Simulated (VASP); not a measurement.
# Co (P6_3/mmc) in VASP: further runs

Runs on Co. Level: LDA. Tasks: single point.

Program: VASP 6.6.1. These are calculated values, not measurements. Logs are shortened: lines on timing, memory, paths and dates and some standing lists are left out, and cuts for length are marked.

### Step 1. The undisturbed crystal

It takes space group P6_3/mmc (No. 194, hexagonal). The conventional cell has a = 2.472 Å, b = 2.472 Å, c = 4.021 Å, α = 90.00°, β = 90.00°, γ = 120.00°. Co (site symmetry -6m2) has 12 Co at 2.47 Å as nearest neighbours.

### Step 2. Single point, LDA, collinear spin, ferromagnetic start (grid = ENCUT=400 dk=0.27 cell=2x2x1 ISMEAR=1 SIGMA=0.1 LREAL=Auto EDIFF=1e-06)

File INCAR:

```
SYSTEM = Co
PREC = Accurate
ENCUT = 400
EDIFF = 1E-6
ISMEAR = 1
SIGMA = 0.1
LREAL = Auto
LASPH = .True.
NELM = 120
ALGO = Fast
ISIF = 2
LWAVE = .False.
LCHARG = .False.
ISPIN = 2
MAGMOM = 2 2 2 2 2 2 2
LORBIT = 11
LMAXMIX = 4
NBANDS = 40
```

File KPOINTS:

```
regular mesh
0
Gamma
  6 6 6
  0 0 0
```

File POSCAR:

```
Co
1.0
    4.9439998064      0.0000000000      0.0000000000
   -2.4719999032      4.2816294286      0.0000000000
    0.0000000000      0.0000000000      4.0211440800
Co
7
Direct
    0.3333333334      0.6666666666      0.7500000000
    0.8333333333      0.1666666666      0.7500000000
    0.8333333333      0.6666666666      0.7500000000
    0.1666666666      0.3333333334      0.2500000000
    0.1666666666      0.8333333333      0.2500000000
    0.6666666666      0.3333333334      0.2500000000
    0.6666666666      0.8333333333      0.2500000000
```

Potentials or basis: VASP PAW LDA potentials, release 64 (Co).

Command:

```sh
$ cat potpaw_LDA.64/Co/POTCAR > POTCAR
$ mpirun -np 1 vasp_std > vasp.out
```

OUTCAR:

```text
SYSTEM = Co
   PREC = Accurate
   ENCUT = 400
   EDIFF = 1E-6
   ISMEAR = 1
   LREAL = Auto
   LASPH = .True.
   NELM = 120
   ISIF = 2
   ISPIN = 2
   LORBIT = 11

 Found     28 irreducible k-points:

 Following reciprocal coordinates:
            Coordinates               Weight
  0.000000  0.000000  0.000000      1.000000
  0.166667  0.000000  0.000000      6.000000
  0.333333  0.000000  0.000000      6.000000
  0.500000  0.000000  0.000000      3.000000
  0.166667  0.166667  0.000000      6.000000
  0.333333  0.166667  0.000000     12.000000
   k-points           NKPTS =     28   k-points in BZ     NKDIM =     28   number of bands    NBANDS=     40
   number of dos      NEDOS =    301   number of ions     NIONS =      7
   total plane-waves  NPLWV =  28672
   dimension x,y,z NGX =    32 NGY =   32 NGZ =   28
   dimension x,y,z NGXF=    64 NGYF=   64 NGZF=   56
   ions per type =               7
   NGX,Y,Z   is equivalent  to a cutoff of  10.76, 10.76, 11.58 a.u.
   NGXF,Y,Z  is equivalent  to a cutoff of  21.52, 21.52, 23.15 a.u.
 SYSTEM =  Co
   PREC   = accura    normal or accurate (medium, high low for compatibility)
   ISTART =      0    job   : 0-new  1-cont  2-samecut
   ICHARG =      2    charge: 1-file 2-atom 10-const
   ISPIN  =      2    spin polarized calculation?
   LNONCOLLINEAR =      F non collinear calculations
   LSORBIT =      F    spin-orbit coupling
   LASPH  =      T    aspherical Exc in radial PAW
   ENCUT  =  400.0 eV  29.40 Ry    5.42 a.u.   8.06  8.06  6.56*2*pi/ulx,y,z
   NELM   =    120;   NELMIN=  2; NELMDL= -5     # of ELM steps
   EDIFF  = 0.1E-05   stopping-criterion for ELM
   LREAL  =      T    real-space projection
   EDIFFG = 0.1E-04   stopping-criterion for IOM
   NSW    =      0    number of steps for IOM
   IBRION =     -1    ionic relax: 0-MD 1-quasi-New 2-CG
   NFREE  =      0    steps in history (QN), initial steepest desc. (CG)
   ISIF   =      2    stress and relaxation
   ISYM   =      2    0-nonsym 1-usesym 2-fastsym
   POTIM  = 0.5000    time-step for ionic-motion
   TEBEG  =    0.0;   TEEND  =   0.0 temperature during run
   PSTRESS=    0.0 pullay stress
   NELECT =      63.0000    total number of electrons
   NUPDOWN=      -1.0000    fix difference up-down
   EMIN   =  10.00;   EMAX   =-10.00  energy-range for DOS
   EFERMI =   0.00;   METHOD = LEGACY
   ISMEAR =     1;   SIGMA  =   0.10  broadening in eV -4-tet -1-fermi 0-gaus
   EFERMI_NEDOS =   21; number of points for ismear=-14 and -15
   IALGO  =     68    algorithm
   IMIX   =      4    mixing-type and parameters
     AMIX     =   0.40;   BMIX     =  1.00
     AMIX_MAG =   1.60;   BMIX_MAG =  1.00
  volume/ion in A,a.u.               =      12.16        82.06
  Fermi-wavevector in a.u.,A,eV,Ry     =   1.480844  2.798389 29.836200  2.192899
  Thomas-Fermi vector in A             =   2.594828
   LORBIT       =     11    0 simple, 1 ext, 2 COOP (PROOUT), +10 PAW based schemes
   GGA     = CA    functional components
   LHFCALC =     F    Hartree Fock is set to
   AEXX    =    0.0000 exact exchange contribution
   IVDW    =     0    specifies the selected vdW correction
   LEPSILON=     F    determine dielectric tensor
   LRPA    =     F    only Hartree local field effects (RPA)
 spin polarized calculation
 RMM-DIIS sequential band-by-band and
 Methfessel and Paxton  Order N= 1 SIGMA  =   0.10
  energy-cutoff  :      400.00
  volume of cell :       85.12
 maximum number of plane-waves:      1562
   NGX = 17   NGY = 17   NGZ = 13

 number of electron      62.9999998 magnetization      10.9096732

 Free energy of the ion-electron system (eV)
  ---------------------------------------------------
  ext. energy  EPLUGINS =         0.00000000
  ---------------------------------------------------
  free energy    TOTEN  =       -54.24068665 eV

  energy without entropy =      -54.24301474  energy(sigma->0) =      -54.24146268

 E-fermi :   8.3545     XC(G=0): -12.9520

 val. band max:        8.3539005422   @ k =   0.3333   0.1667   0.3333
 cond. band min:       8.3582314971   @ k =   0.3333   0.1667   0.1667
 fundamental gap:      0.0043309549
 Fermi energy:         8.3544675903

 spin component 1

 k-point     1 :       0.0000    0.0000    0.0000
  band No.  band energies     occupation
      1      -0.0028      1.00000
      2       3.4182      1.00000
      3       3.7215      1.00000
      4       3.7215      1.00000
      5       3.9718      1.00000
      6       4.0975      1.00000
[... 32 lines left out ...]
     39      10.1337     -0.00000
     40      10.1337     -0.00000

 k-point     2 :       0.1667    0.0000    0.0000
  band No.  band energies     occupation
      1       0.2358      1.00000
      2       3.5293      1.00000
      3       3.6969      1.00000
      4       3.8160      1.00000
      5       4.0405      1.00000
      6       4.1457      1.00000
[... 32 lines left out ...]
     39       9.8587     -0.00000
     40      10.0023     -0.00000

 k-point     3 :       0.3333    0.0000    0.0000
  band No.  band energies     occupation
      1       0.9129      1.00000
      2       3.1422      1.00000
      3       3.8924      1.00000
      4       4.0562      1.00000
      5       4.1980      1.00000
      6       4.3387      1.00000
[... 32 lines left out ...]
     39       9.9323     -0.00000
     40      11.3223      0.00000

 k-point     4 :       0.5000    0.0000    0.0000
  band No.  band energies     occupation
      1       1.6632      1.00000
      2       2.3613      1.00000
      3       4.0984      1.00000
      4       4.2264      1.00000
      5       4.2887      1.00000
      6       4.5881      1.00000
[... 32 lines left out ...]
     39       9.9334     -0.00000
     40      12.5956      0.00000

 k-point     5 :       0.1667    0.1667    0.0000
  band No.  band energies     occupation
      1       0.6963      1.00000
      2       3.4894      1.00000
      3       3.7442      1.00000
      4       3.8802      1.00000
      5       4.1564      1.00000
      6       4.2895      1.00000
[... 32 lines left out ...]
     39      10.9120      0.00000
     40      11.0965      0.00000

 k-point     6 :       0.3333    0.1667    0.0000
  band No.  band energies     occupation
      1       1.5203      1.00000
      2       2.7615      1.00000
      3       3.8022      1.00000
      4       4.1523      1.00000
      5       4.2908      1.00000
      6       4.5451      1.00000
[... 32 lines left out ...]
     39      11.4870      0.00000
     40      12.3673      0.00000

 [... further k-points ...]

 spin component 2

 k-point     1 :       0.0000    0.0000    0.0000
  band No.  band energies     occupation
      1       0.1825      1.00000
      2       4.3851      1.00000
      3       4.6541      1.00000
      4       4.6541      1.00000
      5       5.0260      1.00000
      6       5.1568      1.00000
[... 32 lines left out ...]
     39      11.1384      0.00000
     40      11.1384      0.00000

 k-point     2 :       0.1667    0.0000    0.0000
  band No.  band energies     occupation
      1       0.4228      1.00000
      2       4.4023      1.00000
      3       4.5664      1.00000
      4       4.7179      1.00000
      5       5.0444      1.00000
      6       5.2252      1.00000
[... 32 lines left out ...]
     39      10.6077      0.00000
     40      11.0769      0.00000

 k-point     3 :       0.3333    0.0000    0.0000
  band No.  band energies     occupation
      1       1.1100      1.00000
      2       3.5365      1.00000
      3       4.8658      1.00000
      4       4.8877      1.00000
      5       5.2333      1.00000
      6       5.3823      1.00000
[... 32 lines left out ...]
     39      11.0996      0.00000
     40      12.0426      0.00000

 k-point     4 :       0.5000    0.0000    0.0000
  band No.  band energies     occupation
      1       1.8973      1.00000
      2       2.5938      1.00000
      3       4.9542      1.00000
      4       5.1061      1.00000
      5       5.4720      1.00000
      6       5.4826      1.00000
[... 32 lines left out ...]
     39      11.1325      0.00000
     40      13.2977      0.00000

 k-point     5 :       0.1667    0.1667    0.0000
  band No.  band energies     occupation
      1       0.8887      1.00000
      2       4.0197      1.00000
      3       4.4594      1.00000
      4       4.8346      1.00000
      5       5.2445      1.00000
      6       5.3416      1.00000
[... 32 lines left out ...]
     39      11.6352      0.00000
     40      11.9626      0.00000

 k-point     6 :       0.3333    0.1667    0.0000
  band No.  band energies     occupation
      1       1.7354      1.00000
      2       3.0505      1.00000
      3       4.2661      1.00000
      4       5.1843      1.00000
      5       5.4788      1.00000
      6       5.5548      1.00000
[... 32 lines left out ...]
     39      12.3794      0.00000
     40      13.0767      0.00000

 [... further k-points ...]

------------------------ aborting loop because EDIFF is reached ----------------------------------------

  FORCE on cell =-STRESS in cart. coord.  units (eV):
  Direction    XX          YY          ZZ          XY          YZ          ZX
  --------------------------------------------------------------------------------------
  -------------------------------------------------------------------------------------
  Total      -10.4445555    -10.4445555    -11.9658441      0.0000000      0.0000000      0.0000000
  in kB     -196.5908901   -196.5908901   -225.2250888      0.0000000      0.0000000      0.0000000
  external PRESSURE =    -206.1356230 kB  Pullay stress =       0.0000000 kB

 VOLUME and BASIS-vectors are now :
 -----------------------------------------------------------------------------
  energy-cutoff  :      400.00
  volume of cell :       85.12
      direct lattice vectors                 reciprocal lattice vectors
     4.943999806  0.000000000  0.000000000     0.202265380  0.116777972  0.000000000
    -2.471999903  4.281629429  0.000000000     0.000000000  0.233555943  0.000000000
     0.000000000  0.000000000  4.021144080     0.000000000  0.000000000  0.248685444

 POSITION                                       TOTAL-FORCE (eV/Angst)
 -----------------------------------------------------------------------------------
      0.00000      2.85442      3.01586        -0.187475     -0.108239     -0.000000
      3.70800      0.71360      3.01586        -0.000000      0.216478      0.000000
      2.47200      2.85442      3.01586         0.187475     -0.108239      0.000000
     -0.00000      1.42721      1.00529         0.342458     -0.197718     -0.000000
     -1.23600      3.56802      1.00529         0.000000      0.395436     -0.000000
      2.47200      1.42721      1.00529        -0.342458     -0.197718     -0.000000
      1.23600      3.56802      1.00529         0.000000      0.000000     -0.000000
 -----------------------------------------------------------------------------------
    total drift:                               -0.000000      0.000000     -0.000000

  FREE ENERGIE OF THE ION-ELECTRON SYSTEM (eV)
  ---------------------------------------------------
  free  energy   TOTEN  =       -54.2406866463 eV

  energy  without entropy=      -54.2430147417  energy(sigma->0) =      -54.24146268

 total charge

# of ion       s       p       d       tot
------------------------------------------
    1        0.485   0.457   7.255   8.196
    2        0.485   0.457   7.255   8.196
    3        0.485   0.457   7.255   8.196
    4        0.485   0.451   7.264   8.200
    5        0.485   0.451   7.264   8.200
    6        0.485   0.451   7.264   8.200
    7        0.509   0.540   7.295   8.344
--------------------------------------------------
tot          3.418   3.263  50.851  57.533

 magnetization (x)

# of ion       s       p       d       tot
------------------------------------------
    1       -0.012  -0.032   1.687   1.644
    2       -0.012  -0.032   1.687   1.644
    3       -0.012  -0.032   1.687   1.644
    4       -0.014  -0.030   1.621   1.577
    5       -0.014  -0.030   1.621   1.577
    6       -0.014  -0.030   1.621   1.577
    7       -0.013  -0.049   1.356   1.294
--------------------------------------------------
tot         -0.090  -0.235  11.280  10.955
```

Wall time 94 s (1 thread of Intel Xeon 6975P-C (Granite Rapids), shared host); peak memory 0.21 GiB.

These settings aren't checked as converged: the numbers below hold their error.

Results:

```
Free energy                                           : -54.2407 eV
Pressure                                              : -20.6 GPa
Largest force                                         : 0.395 eV/Å
Band gap on the k mesh                                : none (metal or under the smearing width)
Net moment                                            : 10.91 μB per cell
Site moments                                          : Co +1.64, +1.58, +1.29 μB
Valence electrons inside the program's atomic spheres : Co 8.20, 8.34
```

[end of part 1 of 2]
